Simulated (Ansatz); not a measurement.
Crystal: Ti.

```xyz
2
Lattice="2.9500 0.0000 0.0000 -1.4750 2.5548 0.0000 0.0000 0.0000 4.6800" Properties=species:S:1:pos:R:3 pbc="T T T"
Ti    1.4750    0.8516    3.5100
Ti    0.0000    1.7032    1.1700
```

Below is the output of Ansatz 0.2.0 for this cell. Logs are shortened: lines on timing, memory, paths and dates and some standing lists are left out, and cuts for length are marked.

```text
Warning: RAYON_NUM_THREADS=1 ignored (pool sized by the plan → 1); use --threads N
LAPW: plane waves up to 7.601 Å⁻¹, error target 1.0e-3 eV per atom; small_component_spin mean_spin; Ti in spheres of 1.447 Å, 12 of its electrons in bands, Dirac shells [] (how accurate: hamiltonian.pseudopotentials.lapw.basis_error, Limitations)
Engine: ansatz 0.2.0, aarch64-unknown-linux-gnu
Pseudopotentials: kind: all_electron
Pseudopotential: Ti, LAPW, valence charge 12, lapw/all_electron/scalar/gaussian/Ti, Koelling and Harmon's equation, gaussian nucleus
Functional definition: PBE
  parameter kappa = 0.804
  parameter beta = 0.06672455060314922
  exchange = pbe_x(kappa = kappa, mu = beta*pi^2/3)
  correlation = pbe_c(beta = beta)
Crystal: 2 atoms, lattice volume = 35.271 Å³
Basis set: ecut = 220.14621424188078 eV, 263 PW (Γ), exchange–correlation at level 2
Bands: 16, of which v1, the nominal top of the filled ones, is band 12 counted from 1 (11 counted from 0)
Symmetry: 24 space group operations
Space group: P63/mmc (ITA 194), of the structure as read, at distance tolerance 3.3e-5 Å
k-points: 56 of 600
Non-local potential: Ti, projectors of the file, none
Initial density: superposition of atomic densities (chi_scale 0.1, normalization cell)
Initial wavefunctions: plane waves of lowest kinetic energy (no species holds an atomic orbital)
Functional: x = pbe(κ = 0.804, μ = 0.2195149727645171), c = pbe(β = 0.06672455060314922)
iter 1 solved again at ethr=7.16e-4 eV; its pass at ethr=1.00e-1 eV (dr2=1.72e-1 eV) is discarded
SCF iter   1: F=—  HF=-46467.039050 eV  |F-HF|=—  |Δ(HF+E_count)|=         —  Δρ=2.58e-2  dr2=1.73e-1  ethr=7.16e-4  ⟨swp⟩=2.7  Hψ=6371  notcnv=0
preconditioner: auto → none  [metal: Δε(μ)=0.022 eV  Ē_g=3.096 eV  σ=0.050 eV  W_gap=0.11  n_scr=8 (ndim 8)  ℏωp=17.7 eV  f_vac=0.000  D(μ)=1.87/eV (n_scr^D=22)  sad-step TF]
SCF iter   2: F=—  HF=-46466.691231 eV  |F-HF|=—  |Δ(HF+E_count)|=   3.48e-1  Δρ=9.12e-3  dr2=3.03e-2  ethr=7.16e-4  ⟨swp⟩=3.0  Hψ=3337  notcnv=0
SCF iter   3: F=—  HF=-46466.667361 eV  |F-HF|=—  |Δ(HF+E_count)|=   2.39e-2  Δρ=6.06e-3  dr2=1.15e-2  ethr=1.26e-4  ⟨swp⟩=2.4  Hψ=3057  notcnv=0
iter 4 solved again at ethr=5.32e-7 eV; its pass at ethr=4.80e-5 eV (dr2=1.28e-4 eV) is discarded
SCF iter   4: F=—  HF=-46466.666350 eV  |F-HF|=—  |Δ(HF+E_count)|=         —  Δρ=6.48e-4  dr2=1.27e-4  ethr=5.32e-7  ⟨swp⟩=2.0  Hψ=4684  notcnv=0
the basis was enlarged: its passes take 130.3 KiB over the memory plan, 1 of 1 planned eigensolver slots
SCF iter   5: F=—  HF=-46466.666353 eV  |F-HF|=—  |Δ(HF+E_count)|=   2.75e-6  Δρ=9.08e-5  dr2=2.44e-6  ethr=5.30e-7  ⟨swp⟩=2.0  Hψ=2847  notcnv=0
SCF iter   6: F=—  HF=-46466.666353 eV  |F-HF|=—  |Δ(HF+E_count)|=   4.17e-7  Δρ=1.23e-5  dr2=3.82e-8  ethr=1.02e-8  ⟨swp⟩=2.2  Hψ=2860  notcnv=0
SCF iter   7: F=-46466.666352 eV  HF=-46466.666352 eV  |F-HF|=2.69e-10  |Δ(HF+E_count)|=   8.47e-8  Δρ=8.89e-7  dr2=2.34e-10  ethr=1.59e-10  ⟨swp⟩=3.0  Hψ=3077  notcnv=0
SCF 1 converged in 7 iterations: F = -46466.666352 eV  dr2 = 2.34e-10
NSCF: frozen V_eff on 71 k-points
SCF converged after 7 iterations
Free energy (F): -46466.666352 eV
Harris-Foulkes:  -46466.666352 eV  (|F-HF|=2.69e-10)
Internal energy: -46466.646832 eV  (E = F + TS)
E sigma→0 (E₀):  -46466.656592 eV
Entropy (-TS):   -0.019521 eV (-9.760 meV/atom)
Fermi energy:    13.539181 eV
--- Per-component energies (eV) ---
  E_band       = -311.302219
  E_kinetic    = 46914.362080
  E_xc         = -2295.659879
  E_electrostatic = -91085.349033  (all electrons and nuclei)
  E_smearing   = -0.019521  (= −TS)
  E_closure    = 0.000000  (closes the sum)
  E_atoms      = -46453.242101  (free atoms, spherical and without spin; not in F)
  Σ components = -46466.666352   (vs F -46466.666352, Δ=0.00e0)
  Basis errors (estimates in eV, not in F): energy 1.3e-4 per atom: plane waves 8.8e-5 (4.5e-5 summed), levels above the bands 6.1e-16, relativity 9.1e-9, radial functions 4.3e-5, core shells 2.4e-8; eigenvalues (radial functions only) 9.5e-7; not estimated: angular momenta, meshes, grids; target (lapw.basis_error) 1.0e-3; muffin-tin radii Ti 1.447 Å
--- Forces (eV/Å), atoms counted from 1 ---
  atom   1  Ti     0.00000000    -0.00000000     0.00000000
  atom   2  Ti     0.00000000     0.00000000    -0.00000000
  max |Σ_I F_I| component: 1.85e-17 eV/Å
--- Stress (GPa, compression-positive) ---
       -1.339517       0.000000       0.000000
        0.000000      -1.339517       0.000000
        0.000000       0.000000      -1.728847
  P = ⅓ Tr σ = -1.4693 GPa (-14.693 kbar)
--- Band table (eV; the first three rows and the last of 56) ---
  k-point 0: bands = ["-43.2952", "-43.1663", "-19.8813", "-19.2682", "-19.2682", "-19.2065", "-19.1723", "-19.1723", "7.3981", "10.9000", "14.2554", "14.3187", "14.3187", "14.4174", "14.8042", "14.8042"]
  k-point 1: bands = ["-43.2867", "-43.1750", "-19.8378", "-19.2618", "-19.2618", "-19.2535", "-19.1788", "-19.1788", "7.6274", "10.7625", "13.9136", "14.2273", "14.2273", "14.2925", "14.6861", "14.6861"]
  k-point 2: bands = ["-43.2632", "-43.1988", "-19.7176", "-19.3804", "-19.2443", "-19.2443", "-19.1964", "-19.1964", "8.2790", "10.1923", "13.5313", "13.9738", "14.1531", "14.1531", "14.4383", "14.4383"]
  k-point 55: bands = ["-43.1554", "-43.1554", "-19.7096", "-19.7096", "-19.5111", "-19.5111", "-19.2979", "-19.2979", "12.0476", "12.0476", "12.7634", "12.7634", "13.3120", "13.3120", "15.1807", "15.1807"]
```

Q: Write the input and the command behind it.

A: Band structure with PBE, no spin polarisation. The files as run (others can give the same):

input.yaml
```yaml
crystal:
  lattice:
    - [2.95, 0.0, 0.0]
    - [-1.475, 2.5547749412, 0.0]
    - [0.0, 0.0, 4.68]
  atoms:
    - { symbol: Ti, position: [0.6666666667, 0.3333333333, 0.75] }
    - { symbol: Ti, position: [0.3333333333, 0.6666666667, 0.25] }
kpoints:
  mp_grid: { grid: [10, 10, 6] }
  band_path:
    path:
      - [0.0, 0.0, 0.0]
      - [0.5, 0.0, 0.0]
      - [0.3333333333, 0.3333333333, 0.0]
      - [0.0, 0.0, 0.0]
      - [0.0, 0.0, 0.5]
      - [0.5, 0.0, 0.5]
      - [0.3333333333, 0.3333333333, 0.5]
      - [0.0, 0.0, 0.5]
    npoints: 10
scf:
  occupations: { method: fermi_dirac, width: 0.05 }
hamiltonian:
  xc: pbe
  pseudopotentials: { kind: all_electron, lapw: { basis_error: 0.001 } }
output:
  forces: true
  stress: true
  eigenvalues: true
```

Potentials or basis: all-electron LAPW, scalar-relativistic.
Command:
```bash
$ ansatz run input.yaml --threads 1 --pin off --max-ram 3072MiB --backend cpu --events-out ev --progress --plain --runs-dir out
```
